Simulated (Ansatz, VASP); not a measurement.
This is a calculation of ZnSe (Stilleite) for Ansatz 0.2.0. 

File input.yaml:

```yaml
crystal:
  lattice:
    - [0.0, 2.8338, 2.8338]
    - [2.8338, 0.0, 2.8338]
    - [2.8338, 2.8338, 0.0]
  atoms:
    - { symbol: Se, position: [0.75, 0.75, 0.75] }
    - { symbol: Zn, position: [0.0, 0.0, 0.0] }
kpoints:
  mp_grid: { grid: [8, 8, 8] }
scf:
  occupations: { method: fermi_dirac, width: 0.05 }
hamiltonian:
  xc: blyp
  pseudopotentials: { kind: all_electron, lapw: { basis_error: 0.001 } }
output:
  forces: true
  stress: true
relax:
  f_tol: 0.02
  max_steps: 60
  cell: {}
```

Potentials or basis: all-electron LAPW, scalar-relativistic.

Run with:

```sh
$ ansatz run input.yaml --threads 1 --pin off --max-ram 3072MiB --backend cpu --events-out ev --progress --plain --runs-dir out
```

Question: Translate it to VASP 6.6.1. Potentials or basis there: PBE PAW files Se, Zn, 600 eV.

Answer: As run (cutoffs and basis follow the program's own potentials, and thresholds, step limits or extra output files can differ):

The input INCAR:

```
SYSTEM = ZnSe
AGGAC    = 1.0          
AGGAX    = 1.0          
ALDAC    = 0.0          
ALDAX    = 1.0          
ALGO     = Normal         ! electronic algorithm
EDIFF    = 1E-6           ! SCF threshold, eV
EDIFFG   = -0.02          ! ionic threshold
ENCUT    = 600            ! plane-wave cutoff, eV
GGA      = B5             ! functional
IBRION   = 2              ! ionic algorithm
ISIF     = 3              ! what is computed and relaxed
ISMEAR   = -1             ! smearing method
LASPH    = .TRUE.         ! aspherical terms in the spheres
LCHARG   = .FALSE.        ! write CHGCAR
LREAL    = .FALSE.        ! projectors in reciprocal space
LWAVE    = .FALSE.        ! write WAVECAR
NELM     = 100            ! most SCF steps
NSW      = 60             ! ionic steps
PREC     = Accurate       ! precision mode
SIGMA    = 0.05           ! smearing width, eV
```

File KPOINTS:

```
k-points
0
G
  8 8 8
  0 0 0
```

File POSCAR:

```
ZnSe
1.0
    0.0000000000      2.8338000000      2.8338000000
    2.8338000000      0.0000000000      2.8338000000
    2.8338000000      2.8338000000      0.0000000000
Se Zn
1 1
Direct
    0.7500000000      0.7500000000      0.7500000000
    0.0000000000      0.0000000000      0.0000000000
```

Potentials or basis: VASP PAW PBE potentials, release 64 (Se, Zn).

Run with:

```console
$ cat potpaw_PBE.64/Se/POTCAR potpaw_PBE.64/Zn/POTCAR > POTCAR
$ mpirun -np 1 vasp_std > vasp.out
```

Both were run:

|  | Ansatz | VASP |
| --- | --- | --- |
| Relaxed volume | 24.95 Å³/atom | 25.03 Å³/atom |
| Relaxed cell | a = 4.133 Å, b = 4.133 Å, c = 4.133 Å, α = 60.00°, β = 60.00°, γ = 60.00° | a = 4.137 Å, b = 4.137 Å, c = 4.137 Å, α = 60.00°, β = 60.00°, γ = 60.00° |
| Space group after relaxing | F-43m (No. 216) | F-43m (No. 216) |
| Pressure after relaxing | 0.0 GPa | 0.0 GPa |

VASP's potentials were made for PBE.

Where Ansatz's input types no cutoff or centring, it takes its own default and a Γ-centred mesh.

Pressure is positive in compression.
